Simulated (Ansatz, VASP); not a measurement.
## One calculation of ZrS, two programs

```
CELL_PARAMETERS angstrom
0.00000 2.62500 2.62500
2.62500 0.00000 2.62500
2.62500 2.62500 0.00000
ATOMIC_POSITIONS crystal
Zr 0.00000 0.00000 0.00000
S 0.50000 0.50000 0.50000
```

Change from the starting cell: volume scaled by 1, crystal datasets.

Alike in both runs: task electric field gradients; functional PBEsol; k mesh 9 × 9 × 9; occupations fermi-dirac, width 0.03 eV; no spin polarisation.

|  | VASP | Ansatz |
| --- | --- | --- |
| version | VASP 6.6.1 | Ansatz 0.2.0 |
| potentials or method | VASP PAW PBE potentials, release 64 (Zr_sv, S), cutoff 520 eV | all-electron PAW with datasets made for the crystal, scalar-relativistic |

```csv
,VASP,Ansatz,Ansatz less VASP
pressure (GPa),-6.3,-6.5,-0.15
Vzz of the field gradient on the site that differs most (V/Å²),0.0,0.0,0.00
```

Ansatz ran all-electron here, so the differences hold the error of VASP's frozen core and of both bases. Ansatz warned: «gradients_without_spin_orbit».

Caveats: the PAW data sets were made with another functional, which shifts forces and pressure a little (VASP).
